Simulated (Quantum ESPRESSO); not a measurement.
Crystal: Pt.

```
Pt
1.0
     0.00000    1.96090    1.96090
     1.96090    0.00000    1.96090
     1.96090    1.96090    0.00000
Pt
1
Direct
  0.00000 0.00000 0.00000
```

Program: Quantum ESPRESSO 7.5. Alike in all runs: cell as given.

Problem. Order these runs on this cell by their pressure, lowest first.
A. level PBE+D3; potentials or basis PseudoDojo 0.4 FR PBEsol stringent; spin non-collinear, random start, SOC; k mesh 5 × 5 × 5; cutoff (eV) 1143; smearing fermi-dirac 0.1 eV; mixing beta 0.3; SCF threshold 2e-10 Ry; dos occupations tetrahedra_opt; mesh quality coarse
B. level PBE; potentials or basis Ansatz NC SR PBE; spin off; k mesh 8 × 8 × 8; cutoff (eV) 1143; smearing fermi-dirac 0.05 eV; mixing beta 0.5; SCF threshold 2e-10 Ry; mesh quality coarse
C. level PBE; potentials or basis SG15 PBE 1.2; spin off; k mesh 7 × 7 × 7; cutoff (eV) 952; smearing fermi-dirac 0.05 eV; mixing beta 0.5; SCF threshold 2e-10 Ry; mesh quality coarse
D. level r2SCAN; potentials or basis SG15 PBE 1.2; spin off; k mesh 9 × 9 × 9; cutoff (eV) 952; smearing fermi-dirac 0.05 eV; mixing beta 0.5; SCF threshold 1e-08 Ry; symmetry off; mesh quality coarse
E. level PBEsol; potentials or basis PseudoDojo 0.4 FR PBEsol standard; spin SOC, no magnetisation; k mesh 12 × 12 × 12; cutoff (eV) 1143; smearing fermi-dirac 0.05 eV; mixing beta 0.5; SCF threshold 2e-10 Ry; mesh quality not flagged

Solution. E (-0.2 GPa), D (3.6 GPa), A (7.2 GPa), B (9.6 GPa), C (12.4 GPa).

Caveats: some runs use coarse meshes; the potentials were made for another functional, which shifts forces and pressure (some runs); non-collinear GGA energies in this program can be off by tens of meV an atom and hang on the start (some runs); pairwise dispersion overbinds metals, which lowers pressure and volume (some runs).

Not every run made on this cell is shown here.
